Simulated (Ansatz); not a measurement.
# InSe (P6_3/mmc) in Ansatz: notebook

Aim: see how the results for InSe move with the level of theory and the settings. Levels: PBE, PBEsol. Tasks: band structure.

Everything below comes from runs of Ansatz 0.2.0. Logs are shortened: lines on timing, memory, paths and dates and some standing lists are left out, and cuts for length are marked.

## Step 1: The structure

It takes space group P6_3/mmc (No. 194, hexagonal). The conventional cell has a = 4.050 Å, b = 4.050 Å, c = 16.930 Å, α = 90.00°, β = 90.00°, γ = 120.00°. Around In (site symmetry 3m) lie 3 Se at 2.52 Å. Around Se (site symmetry 3m) lie 3 In at 2.52 Å.

## Step 2: Band structure, PBE

Contents of input.yaml:

```yaml
crystal:
  lattice:
    - [4.05, 0.0, 0.0]
    - [-2.025, 3.5074028853, 0.0]
    - [0.0, 0.0, 16.93]
  atoms:
    - { symbol: In, position: [0.6666666667, 0.3333333333, 0.843] }
    - { symbol: In, position: [0.3333333333, 0.6666666667, 0.343] }
    - { symbol: In, position: [0.6666666667, 0.3333333333, 0.657] }
    - { symbol: In, position: [0.3333333333, 0.6666666667, 0.157] }
    - { symbol: Se, position: [0.6666666667, 0.3333333333, 0.398] }
    - { symbol: Se, position: [0.3333333333, 0.6666666667, 0.898] }
    - { symbol: Se, position: [0.6666666667, 0.3333333333, 0.102] }
    - { symbol: Se, position: [0.3333333333, 0.6666666667, 0.602] }
hamiltonian:
  xc: pbe
  pseudopotentials: { kind: paw }
kpoints:
  mp_grid: { grid: [8, 8, 2] }
  band_path:
    path:
      - [[0.0, 0.0, 0.0], [0.5, 0.0, 0.0], [0.3333333333, 0.3333333333, 0.0], [0.0, 0.0, 0.0], [0.0, 0.0, 0.5], [0.5, 0.0, 0.5], [0.3333333333, 0.3333333333, 0.5], [0.0, 0.0, 0.5]]
      - [[0.5, 0.0, 0.5], [0.5, 0.0, 0.0]]
      - [[0.3333333333, 0.3333333333, 0.0], [0.3333333333, 0.3333333333, 0.5]]
    npoints: 10
scf:
  occupations: { method: fermi_dirac, width: 0.05 }
  n_extra_bands: 20
output:
  forces: true
  stress: true
  eigenvalues: true
  fatbands: true
  write_density: true
  write_potential: true
  elf: true
  volumetric_format: npy
```

Potentials or basis: Ansatz PAW.

On the command line:

```console
> ansatz run input.yaml --threads 4 --pin off --max-ram 11264MiB --backend cpu --events-out ev --progress --plain --runs-dir out
```

The program printed:

```text
Warning: RAYON_NUM_THREADS=4 ignored (pool sized by the plan → 4); use --threads N
scf.n_extra_bands = 20 over 58 filled bands (N_el = 116.0): the run solves 78 bands
Engine: ansatz 0.2.0, aarch64-unknown-linux-gnu
Pseudopotentials: kind: paw
Pseudopotential: In, paw, valence charge 13, recommended cutoff 420 eV (normal), In.paw.azcp
Pseudopotential: Se, paw, valence charge 16, recommended cutoff 420 eV (normal), Se.paw.azcp
Functional definition: PBE
  parameter kappa = 0.804
  parameter beta = 0.06672455060314922
  exchange = pbe_x(kappa = kappa, mu = beta*pi^2/3)
  correlation = pbe_c(beta = beta)
Crystal: 8 atoms, lattice volume = 240.490 Å³
Basis set: ecut = 420 eV, 4701 PW (Γ), exchange–correlation on 60×60×240 points (8 copies of the dense FFT grid, shifted against one another)
Bands: 78, of which v1, the nominal top of the filled ones, is band 58 counted from 1 (57 counted from 0)
Symmetry: 24 space group operations
Space group: P63/mmc (ITA 194), of the structure as read, at distance tolerance 6.2e-5 Å
k-points: 20 of 128
Non-local potential: In, projectors of the file, l = 0: 2, l = 1: 2, l = 2: 2, l = 3: 2
Non-local potential: Se, projectors of the file, l = 0: 2, l = 1: 2, l = 2: 3, l = 3: 1
PAW form: soft (Blöchl's): semilocal exchange-correlation on the pseudo side does not see the compensation charge
PAW one-centre angular grid: In, 590 points (default); XC on 64 Gauss nodes
PAW one-centre angular grid: Se, 590 points (default); XC on 64 Gauss nodes
Initial density: superposition of atomic densities (neutral atoms: chi_scale 0, normalization atom), corrected by the library's trained network
Initial wavefunctions: pseudopotential atomic-orbital guess
Functional: x = pbe(κ = 0.804, μ = 0.2195149727645171), c = pbe(β = 0.06672455060314922)
SCF iter   1: F=—  HF=-44269.992721 eV  |F-HF|=—  |Δ(HF+E_count)|=         —  Δρ=1.94e-3  dr2=4.75e-2  ethr=1.77e-3  ⟨swp⟩=6.0  Hψ=6446  notcnv=0  defer=102
preconditioner: auto → LDOS  [insulator: Δε(μ)=0.301 eV  Ē_g=15.708 eV  σ=0.050 eV  W_gap=0.83  n_scr=66 (ndim 8)  ℏωp=20.9 eV  f_vac=0.138  D(μ)=0.28/eV (n_scr^D=2)  ε∞_Penn≈2.8  β→1.0]
SCF iter   2: F=—  HF=-44270.038629 eV  |F-HF|=—  |Δ(HF+E_count)|=   4.59e-2  Δρ=3.91e-3  dr2=2.46e-1  ethr=4.10e-5  ⟨swp⟩=3.0  Hψ=2772  notcnv=0  defer=265
SCF iter   3: F=—  HF=-44269.985349 eV  |F-HF|=—  |Δ(HF+E_count)|=   5.33e-2  Δρ=3.97e-4  dr2=9.26e-4  ethr=4.10e-5  ⟨swp⟩=2.6  Hψ=2347  notcnv=0  defer=265
SCF iter   4: F=—  HF=-44269.985083 eV  |F-HF|=—  |Δ(HF+E_count)|=   2.66e-4  Δρ=7.75e-5  dr2=2.75e-5  ethr=7.99e-7  ⟨swp⟩=2.1  Hψ=1978  notcnv=0  defer=265
SCF iter   5: F=—  HF=-44269.985124 eV  |F-HF|=—  |Δ(HF+E_count)|=   4.10e-5  Δρ=2.24e-5  dr2=1.52e-6  ethr=2.37e-8  ⟨swp⟩=2.0  Hψ=2721  notcnv=0  defer=265
SCF iter   6: F=-44269.985123 eV  HF=-44269.985123 eV  |F-HF|=6.49e-8  |Δ(HF+E_count)|=   1.22e-6  Δρ=4.64e-6  dr2=4.29e-8  ethr=8.62e-11  ⟨swp⟩=13.8  Hψ=12768  notcnv=0
SCF 1 converged in 6 iterations: F = -44269.985123 eV  dr2 = 4.29e-8
NSCF: frozen V_eff on 93 k-points
SCF converged after 6 iterations
Free energy (F): -44269.985123 eV
Harris-Foulkes:  -44269.985123 eV  (|F-HF|=6.49e-8)
Internal energy: -44269.982658 eV  (E = F + TS)
E sigma→0 (E₀):  -44269.983891 eV
Entropy (-TS):   -0.002464 eV (-0.308 meV/atom)
Fermi energy:    7.455383 eV
--- Per-component energies (eV) ---
  E_band       = -1878.048035
  E_kinetic    = 1456.211975
  E_local      = -16629.187850  (includes V_loc(G=0)·N_el)
  E_nonlocal   = -915.039049
  E_hartree    = 7669.985933
  E_xc         = -1281.474268
  E_vxc        = -794.328499  (∫ρ·V_xc dr)
  E_paw        = -24264.297704  (= ΣΔE_a)
  E_vpaw       = -335.668818  (= ΣTr[D̂ρ^β])
  E_aug_tail   = -0.002240  (compensation charges beyond the density's cutoff)
  E_ewald      = -10306.179457
  E_smearing   = -0.002464  (= −TS)
  E_closure    = -0.000000  (closes the sum)
  Σ components = -44269.985123   (vs F -44269.985123, Δ=0.00e0)
--- Forces (eV/Å), atoms counted from 1 ---
  atom   1  In     0.00000000     0.00000000    -2.87904519
  atom   2  In    -0.00000000    -0.00000000    -2.87904519
  atom   3  In     0.00000000     0.00000000     2.87904519
  atom   4  In    -0.00000000    -0.00000000     2.87904519
  atom   5  Se     0.00000000     0.00000000     2.00386838
  atom   6  Se     0.00000000    -0.00000000     2.00386838
  atom   7  Se     0.00000000     0.00000000    -2.00386838
  atom   8  Se    -0.00000000    -0.00000000    -2.00386838
  max |Σ_I F_I| component: 4.44e-16 eV/Å
--- Stress (GPa, compression-positive) ---
       10.452744       0.000000       0.000000
        0.000000      10.452744       0.000000
        0.000000       0.000000       1.814879
  P = ⅓ Tr σ = 7.5735 GPa (75.735 kbar)
--- Band table (eV; the first three rows and the last of 20) ---
  k-point 0: bands = ["-40.7140", "-40.7140", "-40.7140", "-40.7140", "-40.7140", "-40.7140", "-40.7140", "-40.7140", "-40.6292", "-40.6292", "-40.6292", "-40.6292", "-40.6292", "-40.6292", "-40.6292", "-40.6292", "-40.6016", "-40.6016", "-40.6016", "-40.6016", "-7.9082", "-7.8969", "-7.8086", "-7.7910", "-7.7171", "-7.7171", "-7.7167", "-7.7167", "-7.6979", "-7.6979", "-7.6976", "-7.6976", "-7.5145", "-7.5145", "-7.5144", "-7.5144", "-7.4436", "-7.4436", "-7.4434", "-7.4434", "-6.7382", "-6.6088", "-6.5611", "-6.4296", "1.6023", "1.9459", "3.0849", "3.7879", "5.0556", "5.0556", "5.1146", "5.1146", "5.1539", "5.1539", "5.2145", "5.2145", "6.0184", "7.0138", "7.3105", "7.7960", "8.6106", "8.9642", "11.1608", "11.1608", "11.3057", "11.3057", "11.8092", "11.8092", "12.0040", "12.0040", "12.4162", "12.8510", "13.7764", "14.4730", "15.1067", "15.2407", "15.7941", "15.7941"]
  k-point 1: bands = ["-40.7140", "-40.7140", "-40.7140", "-40.7140", "-40.7140", "-40.7140", "-40.7140", "-40.7140", "-40.6292", "-40.6292", "-40.6292", "-40.6292", "-40.6292", "-40.6292", "-40.6292", "-40.6292", "-40.6016", "-40.6016", "-40.6016", "-40.6016", "-7.9030", "-7.9030", "-7.7994", "-7.7994", "-7.7169", "-7.7169", "-7.7169", "-7.7169", "-7.6978", "-7.6978", "-7.6978", "-7.6978", "-7.5145", "-7.5145", "-7.5145", "-7.5145", "-7.4435", "-7.4435", "-7.4435", "-7.4435", "-6.6946", "-6.6946", "-6.4742", "-6.4742", "1.7469", "1.7469", "3.4420", "3.4420", "5.0768", "5.0768", "5.0768", "5.0768", "5.1925", "5.1925", "5.1925", "5.1925", "6.4261", "6.4261", "7.6648", "7.6648", "8.7846", "8.7846", "11.2233", "11.2233", "11.2233", "11.2233", "11.9162", "11.9162", "11.9162", "11.9162", "12.6148", "12.6148", "14.0735", "14.0735", "15.2461", "15.2461", "16.0077", "16.0077"]
  k-point 2: bands = ["-40.7141", "-40.7141", "-40.7140", "-40.7140", "-40.7140", "-40.7140", "-40.7140", "-40.7140", "-40.6292", "-40.6292", "-40.6292", "-40.6292", "-40.6292", "-40.6292", "-40.6292", "-40.6292", "-40.6016", "-40.6016", "-40.6016", "-40.6016", "-7.9887", "-7.9764", "-7.9390", "-7.9242", "-7.7045", "-7.7041", "-7.6844", "-7.6841", "-7.6721", "-7.6716", "-7.5832", "-7.5823", "-7.5233", "-7.5228", "-7.5144", "-7.5142", "-7.4465", "-7.4464", "-7.4446", "-7.4443", "-6.5782", "-6.4544", "-6.4255", "-6.2975", "1.6627", "1.8988", "3.0882", "3.3287", "4.1219", "4.2061", "4.3644", "4.7864", "4.8342", "4.9066", "4.9475", "5.0230", "6.5420", "7.3724", "7.9965", "8.4796", "9.1708", "9.4719", "10.6732", "10.9058", "11.3399", "11.5155", "11.6324", "11.6404", "12.2535", "12.2680", "12.4454", "13.0144", "13.5435", "14.2171", "14.6048", "15.4600", "15.6131", "15.7797"]
  k-point 19: bands = ["-40.7140", "-40.7140", "-40.7140", "-40.7140", "-40.7139", "-40.7139", "-40.7139", "-40.7139", "-40.6293", "-40.6293", "-40.6293", "-40.6293", "-40.6292", "-40.6292", "-40.6292", "-40.6292", "-40.6015", "-40.6015", "-40.6015", "-40.6015", "-8.2363", "-8.2363", "-8.2172", "-8.2172", "-7.6496", "-7.6496", "-7.6116", "-7.6116", "-7.5712", "-7.5712", "-7.5401", "-7.5401", "-7.5220", "-7.5220", "-7.4848", "-7.4848", "-7.4624", "-7.4624", "-7.3560", "-7.3560", "-5.2946", "-5.2946", "-5.2411", "-5.2411", "0.3131", "0.3131", "0.7307", "0.7307", "2.5682", "2.5682", "2.8404", "2.8404", "4.3703", "4.3703", "4.8161", "4.8161", "6.1557", "6.1557", "9.6245", "9.6245", "9.8034", "9.8034", "11.1767", "11.1767", "11.9583", "11.9583", "12.0537", "12.0537", "12.6671", "12.6671", "13.8061", "13.8061", "14.5362", "14.5362", "14.7884", "14.7884", "15.4763", "15.4763"]
```

Run time: 29 s. Hardware: 4 threads of Arm Neoverse V1, shared host; peak memory 1.3 GiB.

Results:

| Property | Result |
| --- | --- |
| Free energy | -44269.9851 eV |
| Pressure | 7.6 GPa |
| Largest force | 2.879 eV/Å |
| Band gap on the k mesh | none (metal or under the smearing width) |

Forces in eV/Å, atoms in the order of the input:
```
In   0.000  0.000 -2.879
In   0.000  0.000 -2.879
In   0.000  0.000  2.879
In   0.000  0.000  2.879
Se   0.000  0.000  2.004
Se   0.000  0.000  2.004
Se   0.000  0.000 -2.004
Se   0.000  0.000 -2.004
```

Stress tensor (GPa, compression positive):
```
10.45  0.00  0.00
 0.00 10.45  0.00
 0.00  0.00  1.81
```

Levels at the corners of the path, in eV from the Fermi level:
```
point  band 54  band 55  band 56  band 57  band 58  band 59  band 60  band 61  band 62  band 63
    Γ    -2.30    -2.24    -2.24    -1.44    -0.44    -0.14     0.34     1.16     1.51     3.71
    M    -3.28    -3.02    -2.65    -1.59    -1.09     0.86     1.02     1.28     1.36     2.94
    K    -3.01    -2.62    -2.62    -1.34    -1.34     2.09     2.28     2.28     2.60     3.92
    Γ    -2.30    -2.24    -2.24    -1.44    -0.44    -0.14     0.34     1.16     1.51     3.71
    A    -2.26    -2.26    -2.26    -1.03    -1.03     0.21     0.21     1.33     1.33     3.77
    L    -3.38    -2.79    -2.79    -1.35    -1.35     1.09     1.09     1.18     1.18     2.91
    H    -2.98    -2.66    -2.66    -1.31    -1.31     2.24     2.24     2.30     2.30     3.95
    A    -2.26    -2.26    -2.26    -1.03    -1.03     0.21     0.21     1.33     1.33     3.77
    L    -3.38    -2.79    -2.79    -1.35    -1.35     1.09     1.09     1.18     1.18     2.91
    M    -3.28    -3.02    -2.65    -1.59    -1.09     0.86     1.02     1.28     1.36     2.94
    K    -3.01    -2.62    -2.62    -1.34    -1.34     2.09     2.28     2.28     2.60     3.92
    H    -2.98    -2.66    -2.66    -1.31    -1.31     2.24     2.24     2.30     2.30     3.95
```

Caveat: spin-orbit coupling is left out, which moves the levels of the heavy elements; this functional lacks dispersion, which binds the layers, so the pressure and a relaxed spacing across them are unreliable; forces of over 1 eV/Å show positions far from the minimum, so gaps and moduli don't describe the material at rest.

## Step 3: Band structure, PBEsol

input.yaml: that of step 2 with these lines changed.

```diff
@@ -15,3 +15,3 @@
 hamiltonian:
-  xc: pbe
+  xc: pbesol
   pseudopotentials: { kind: paw }
@@ -33,5 +33 @@
   fatbands: true
-  write_density: true
-  write_potential: true
-  elf: true
-  volumetric_format: npy
```

Potentials or basis: Ansatz PAW.

On the command line:

```console
> ansatz run input.yaml --threads 4 --pin off --max-ram 11264MiB --backend cpu --events-out ev --progress --plain --runs-dir out
```

The program printed:

```text
Warning: RAYON_NUM_THREADS=4 ignored (pool sized by the plan → 4); use --threads N
[... 76 lines left out ...]
  k-point 2: bands = ["-40.9065", "-40.9065", "-40.9065", "-40.9065", "-40.9065", "-40.9065", "-40.9065", "-40.9065", "-40.8225", "-40.8225", "-40.8225", "-40.8225", "-40.8224", "-40.8224", "-40.8224", "-40.8224", "-40.7951", "-40.7951", "-40.7951", "-40.7951", "-8.0928", "-8.0787", "-8.0440", "-8.0272", "-7.7899", "-7.7895", "-7.7697", "-7.7694", "-7.7575", "-7.7570", "-7.6713", "-7.6703", "-7.6053", "-7.6048", "-7.5962", "-7.5960", "-7.5281", "-7.5280", "-7.5260", "-7.5257", "-6.7133", "-6.5898", "-6.5553", "-6.4276", "1.4896", "1.7260", "2.9256", "3.1631", "3.9629", "4.0479", "4.2140", "4.6473", "4.6967", "4.7701", "4.8113", "4.8880", "6.3811", "7.2390", "7.7887", "8.2866", "8.9508", "9.2575", "10.4675", "10.7046", "11.1266", "11.3337", "11.4252", "11.4615", "12.0607", "12.0625", "12.2577", "12.8227", "13.2893", "13.9616", "14.3771", "15.2655", "15.3689", "15.5211"]
  k-point 19: bands = ["-40.9064", "-40.9064", "-40.9064", "-40.9064", "-40.9063", "-40.9063", "-40.9063", "-40.9063", "-40.8225", "-40.8225", "-40.8225", "-40.8225", "-40.8225", "-40.8225", "-40.8224", "-40.8224", "-40.7950", "-40.7950", "-40.7950", "-40.7950", "-8.3396", "-8.3396", "-8.3207", "-8.3207", "-7.7342", "-7.7342", "-7.6960", "-7.6960", "-7.6540", "-7.6540", "-7.6226", "-7.6226", "-7.6041", "-7.6041", "-7.5672", "-7.5672", "-7.5440", "-7.5440", "-7.4377", "-7.4377", "-5.4210", "-5.4210", "-5.3665", "-5.3665", "0.1350", "0.1350", "0.5512", "0.5512", "2.3975", "2.3975", "2.6745", "2.6745", "4.2231", "4.2231", "4.6789", "4.6789", "6.0062", "6.0062", "9.4440", "9.4440", "9.5858", "9.5858", "10.9566", "10.9566", "11.7508", "11.7508", "11.8387", "11.8387", "12.4433", "12.4433", "13.5720", "13.5720", "14.3081", "14.3081", "14.5539", "14.5539", "15.2686", "15.2686"]
```

bands.tsv:

```text
[... 115 lines left out ...]
```

Run time: 26 s. Hardware: 4 threads of Arm Neoverse V2, shared host; peak memory 1.2 GiB.

What came out:

```yaml
Free_energy: -43800.6605 eV
Pressure: 5.0 GPa
Largest_force: 2.736 eV/Å
Band_gap_on_the_k_mesh: none (metal or under the smearing width)
```

Forces on the atoms (eV/Å):
```
In   0.000  0.000 -2.736
In   0.000  0.000 -2.736
In   0.000  0.000  2.736
In   0.000  0.000  2.736
Se   0.000  0.000  1.799
Se   0.000  0.000  1.799
Se   0.000  0.000 -1.799
Se   0.000  0.000 -1.799
```

Levels at the corners of the path, in eV from the Fermi level:
```csv
point,band 56,band 57,band 58,band 59,band 60,band 61
Γ,-2.24,-1.49,-0.54,-0.16,0.27,1.08
M,-2.65,-1.61,-1.10,0.78,0.92,1.21
K,-2.62,-1.35,-1.35,2.00,2.25,2.25
Γ,-2.24,-1.49,-0.54,-0.16,0.27,1.08
A,-2.26,-1.08,-1.08,0.15,0.15,1.25
L,-2.79,-1.37,-1.37,1.02,1.02,1.09
H,-2.66,-1.32,-1.32,2.20,2.20,2.21
A,-2.26,-1.08,-1.08,0.15,0.15,1.25
L,-2.79,-1.37,-1.37,1.02,1.02,1.09
M,-2.65,-1.61,-1.10,0.78,0.92,1.21
K,-2.62,-1.35,-1.35,2.00,2.25,2.25
H,-2.66,-1.32,-1.32,2.20,2.20,2.21
```

Caveat: spin-orbit coupling is left out, which moves the levels of the heavy elements; this functional lacks dispersion, which binds the layers, so the pressure and a relaxed spacing across them are unreliable; the PAW data sets come from PBE, with cores solved anew for the run's functional, which leaves a small shift of forces and pressure; forces of over 1 eV/Å show positions far from the minimum, so gaps and moduli don't describe the material at rest.

## Step 4: The reference run

An earlier run on the cell as given: functional PBEsol; potentials or basis Ansatz PAW; cutoff 420 eV (not typed: the program's choice for these potentials); k mesh 8 × 8 × 2; occupations fermi-dirac, width 0.05 eV; no spin polarisation.

* Pressure: 5.0 GPa
* Largest force: 2.736 eV/Å
* Band gap on the k mesh: none (metal or under the smearing width)

## Step 5: Overview

| task | level | points for each segment of the path | gap on the mesh (eV) | pressure (GPa) | largest force (eV/Å) |
| --- | --- | --- | --- | --- | --- |
| band structure | PBE | 10 | none | 7.6 | 2.88 |
| band structure | PBEsol | 10 | none | 5.0 | 2.74 |
| single point | PBEsol | - | none | 5.0 | 2.74 |

Alike in all rows: potentials or basis Ansatz PAW; no spin polarisation; cell as given; k mesh 8 × 8 × 2; cutoff (eV) 420; smearing fermi-dirac 0.05 eV.

Every run on the cell as given and a fine mesh finds a metal. The pressure there spans 5.0 GPa (PBEsol) to 7.6 GPa (PBE); a positive pressure means that this level wants a larger cell, a negative one a smaller.

Caveats: this functional lacks dispersion, which binds the layers, so the pressure and a relaxed spacing across them are unreliable; forces of over 1 eV/Å show positions far from the minimum, so gaps and moduli don't describe the material at rest; spin-orbit coupling is left out, which moves the levels of the heavy elements (some runs); the PAW data sets come from PBE, with cores solved anew for the run's functional, which leaves a small shift of forces and pressure (some runs).

Absolute energies hang on the potentials; compare differences alone.
